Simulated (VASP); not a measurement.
Input of a VASP 6.6.1 run:

Contents of INCAR:

```
PREC = Accurate
ENCUT = 600
EDIFF = 1E-6
ISMEAR = 0
SIGMA = 0.03
LREAL = F
LASPH = T
NELM = 80
ALGO = Normal
ISIF = 3
LWAVE = F
LCHARG = F
GGA = PS
IBRION = 2
NSW = 90
EDIFFG = -0.01
KPAR = 4
```

Contents of KPOINTS:

```
regular mesh
0
Gamma
  6 6 6
```

Contents of POSCAR:

```
AlGa7As8
1.0
   -5.6545875000      5.6545875000      0.0000000000
   -5.6545875000      0.0000000000      5.6545875000
    0.0000000000      5.6545875000      5.6545875000
Al Ga As
1 7 8
Direct
    0.0000000000      0.0000000000      0.0000000000
    0.5000000000      0.0000000000      0.0000000000
    0.0000000000      0.5000000000      0.0000000000
    0.0000000000      0.0000000000      0.5000000000
    0.5000000000      0.5000000000      0.0000000000
    0.5000000000      0.0000000000      0.5000000000
    0.0000000000      0.5000000000      0.5000000000
    0.5000000000      0.5000000000      0.5000000000
    0.8750000000      0.8750000000      0.3750000000
    0.3750000000      0.8750000000      0.3750000000
    0.8750000000      0.3750000000      0.3750000000
    0.8750000000      0.8750000000      0.8750000000
    0.3750000000      0.3750000000      0.3750000000
    0.3750000000      0.8750000000      0.8750000000
    0.8750000000      0.3750000000      0.8750000000
    0.3750000000      0.3750000000      0.8750000000
```

Potentials or basis: VASP PAW PBE potentials, release 64 (Al, Ga_d, As).

The run is started by

```sh
$ cat potpaw_PBE.64/Al/POTCAR potpaw_PBE.64/Ga_d/POTCAR potpaw_PBE.64/As/POTCAR > POTCAR
$ mpirun -np 4 vasp_std > vasp.out
```

(1) Predict the relaxed cell.

(2) Estimate the band gap on the k mesh.

Answers

(1) a = 8.012 Å, b = 8.012 Å, c = 8.012 Å, α = 60.00°, β = 60.00°, γ = 60.00°.

(2) 0.54 eV, direct.
